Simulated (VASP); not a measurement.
**From an Ansatz input to VASP: InP (zincblende)**

Ansatz input

```yaml
crystal:
  lattice:
    - [0.0, 2.9537876469, 2.9537876469]
    - [2.9537876469, 0.0, 2.9537876469]
    - [2.9537876469, 2.9537876469, 0.0]
  atoms:
    - { symbol: In, position: [0.0, 0.0, 0.0] }
    - { symbol: P, position: [0.25, 0.25, 0.25] }
kpoints:
  mp_grid: { grid: [8, 8, 8] }
  band_path:
    path:
      - [0.0, 0.0, 0.0]
      - [-0.5, -0.5, 0.0]
      - [-0.375, -0.375, 0.25]
      - [-0.375, 0.0, 0.375]
      - [0.0, 0.0, 0.5]
      - [-0.5, -0.25, 0.25]
    npoints: 1
hamiltonian:
  xc: r2scan
scf:
  occupations: { method: fixed }
  n_extra_bands: 4
output:
  forces: true
  stress: true
  eigenvalues: true
```

Q: Write VASP inputs for this cell and level of theory.

A: 

INCAR

```
ISMEAR = 0
LASPH = .TRUE.
LWAVE = .FALSE.
METAGGA = R2SCAN
ALGO = Normal
NELM = 120
SIGMA = 0.01
PREC = Accurate
ENCUT = 520
NBANDS = 16
NSW = 0
LREAL = .FALSE.
IBRION = -1
EDIFF = 1E-7
LCHARG = .FALSE.
ISIF = 2
```

KPOINTS

```
KPOINTS created by Atomic Simulation Environment
0
Gamma
8 8 8
0 0 0
```

KPOINTS_OPT

```
special points
6
Reciprocal
0.0000000000 0.0000000000 0.0000000000 1
-0.5000000000 -0.5000000000 0.0000000000 1
-0.3750000000 -0.3750000000 0.2500000000 1
-0.3750000000 0.0000000000 0.3750000000 1
0.0000000000 0.0000000000 0.5000000000 1
-0.5000000000 -0.2500000000 0.2500000000 1
```

POSCAR

```
In P
 1.0000000000000000
    -0.0000000000000000    2.9537876469139692    2.9537876469139692
     2.9537876469139692    0.0000000000000000    2.9537876469139692
     2.9537876469139692    2.9537876469139692    0.0000000000000000
 In  P
   1   1
Cartesian
  0.0000000000000000  0.0000000000000000  0.0000000000000000
  1.4768938234569844  1.4768938234569844  1.4768938234569844
```

VASP ran with the recommended PBE PAW datasets (18 valence electrons in the cell). Other inputs would serve too.

```json
{"": "gap between bands v and c", "Ansatz": "1.03 eV", "VASP": "1.03 eV"}
{"": "least direct gap", "Ansatz": "1.03 eV", "VASP": "1.03 eV"}
{"": "pressure", "Ansatz": "0.0 GPa", "VASP": "-0.1 GPa"}
```

Datasets and cutoffs are each program's own. VASP's cell holds 18 valence electrons and Ansatz's 18. Ansatz's stress includes a Pulay correction; VASP's doesn't.
